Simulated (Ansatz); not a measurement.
**Calculated electric field gradients for BaSr3Ti4O12**

The cell is a Materials Project structure (computed, not necessarily an observed phase), taken as it stands.

Space group P4/mmm (No. 123); a = 3.9684, c = 15.8764 Å.

| site | Wyckoff | site symmetry | x | y | z |
| --- | --- | --- | --- | --- | --- |
| Ba | 1a | 4/mmm | 0.0000 | 0.0000 | 0.0000 |
| Sr2 | 2g | 4mm | 0.0000 | 0.0000 | 0.2509 |
| Sr3 | 1b | 4/mmm | 0.0000 | 0.0000 | 0.5000 |
| Ti5 | 2h | 4mm | 0.5000 | 0.5000 | 0.1282 |
| Ti6 | 2h | 4mm | 0.5000 | 0.5000 | 0.3754 |
| O9 | 4i | 2mm. | 0.0000 | 0.5000 | 0.1297 |
| O10 | 4i | 2mm. | 0.0000 | 0.5000 | 0.3752 |
| O13 | 1c | 4/mmm | 0.5000 | 0.5000 | 0.0000 |
| O14 | 2h | 4mm | 0.5000 | 0.5000 | 0.2514 |
| O15 | 1d | 4/mmm | 0.5000 | 0.5000 | 0.5000 |

One atom of each set is listed.

Level of theory: DFT, r2SCAN, plane waves and PAW (field gradients read without the response of the frozen cores, which leaves them typically 4 to 6 % off), scalar-relativistic, 500 eV cutoff, Γ-centred 6×6×2 k-points, Fermi–Dirac smearing 0.02 eV (Ansatz 0.2.0).

Conventions: |V_zz| ≥ |V_yy| ≥ |V_xx|, η = (V_xx − V_yy)/V_zz, C_Q = eQV_zz/h. ν_Q = 3|C_Q|/[2I(2I − 1)].

135Ba: I = 3/2, Q = 153.0 mb; 87Sr: I = 9/2, Q = 305.0 mb; 47Ti: I = 5/2, Q = 302.0 mb; ¹⁷O: I = 5/2, Q = -25.58 mb. Nuclear quadrupole moments: year-2017 set (Pyykkö).

(1) Which values are expected at the nuclei?

Answers

(1) 

| site | atoms | first shell | C_Q (MHz) | η | ν_Q (MHz) |
| --- | --- | --- | --- | --- | --- |
| Ba | 1 | 12 O at 2.81–2.86 Å | 4.10 | 0.00 | 2.05 |
| Sr2 | 2 | 12 O at 2.76–2.81 Å | -1.72 | 0.00 | 0.072 |
| Sr3 | 1 | 12 O at 2.80–2.81 Å | -0.392 | 0.00 | 0.016 |
| Ti5 | 2 | 6 O at 1.96–2.03 Å | 3.07 | 0.00 | 0.461 |
| Ti6 | 2 | 6 O at 1.97–1.98 Å | -3.12 | 0.00 | 0.468 |
| O9 | 4 | 2 Ti at 1.98 Å, angle 179°; also 2 Sr at 2.76 Å, 2 Ba at 2.86 Å | -1.51 | 0.05 | 0.227 |
| O10 | 4 | 2 Ti at 1.98 Å, angle 180°; also 4 Sr at 2.80 Å | -1.36 | 0.05 | 0.204 |
| O13 | 1 | 2 Ti at 2.03 Å, angle 180°; also 4 Ba at 2.81 Å | -1.88 | 0.00 | 0.282 |
| O14 | 2 | 2 Ti at 1.96–1.97 Å, angle 180°; also 4 Sr at 2.81 Å | -1.39 | 0.00 | 0.208 |
| O15 | 1 | 2 Ti at 1.98 Å, angle 180°; also 4 Sr at 2.81 Å | -1.23 | 0.00 | 0.185 |

An axis of threefold or higher order runs through Ba, Sr2, Sr3, Ti5, Ti6 and O13 and others, so V_zz lies along it and η is zero. At O9 and O10 V_zz points along the line of its two bonds (within 1°) in each case.

At this cell the r2SCAN pressure is -5 GPa, so with r2SCAN the cell would shrink if it were relaxed. The entry's cell may itself be off. Without spin–orbit coupling (the program notes it for Ba and Sr) the gradients are little affected as a rule: paired runs on crystals with a gap mostly move them by under 2 % at such atoms.
